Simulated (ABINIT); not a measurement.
InP:

```
CELL_PARAMETERS angstrom
0.00000 2.93050 2.93050
2.93050 0.00000 2.93050
2.93050 2.93050 0.00000
ATOMIC_POSITIONS crystal
In 0.00000 0.00000 0.00000
P 0.75000 0.75000 0.75000
```

Base run:

| Property | Result |
| --- | --- |
| Program | ABINIT 10.8.3 (patched build) |
| Functional | BLYP |
| Potentials or basis | JTH PAW PBE v2.0 |
| Cutoff | 544 eV |
| k mesh | 8 × 8 × 8 |
| Occupations | fermi-dirac, width 0.05 eV |
| Spin | no spin polarisation |

Its results: band gap on the k mesh 0.58 eV, direct.

Q: After a change of settings the same cell gave: band gap on the k mesh 1.02 eV, direct. Which change was it?
A. functional from BLYP to OLYP
B. functional from BLYP to BP86; potentials or basis from JTH PAW PBE v2.0 to JTH PAW PBE v2.0 sp; valence electrons from 18 to 8
C. functional from BLYP to LDA-Teter; potentials or basis from JTH PAW PBE v2.0 to JTH PAW LDA v2.0
D. functional from BLYP to SOGGA; potentials or basis from JTH PAW PBE v2.0 to JTH PAW PBE v2.0 sp; valence electrons from 18 to 8

A: A.

Caveats: spin-orbit coupling is left out, which moves the levels of the heavy elements.

Not every run made on this cell is shown here.
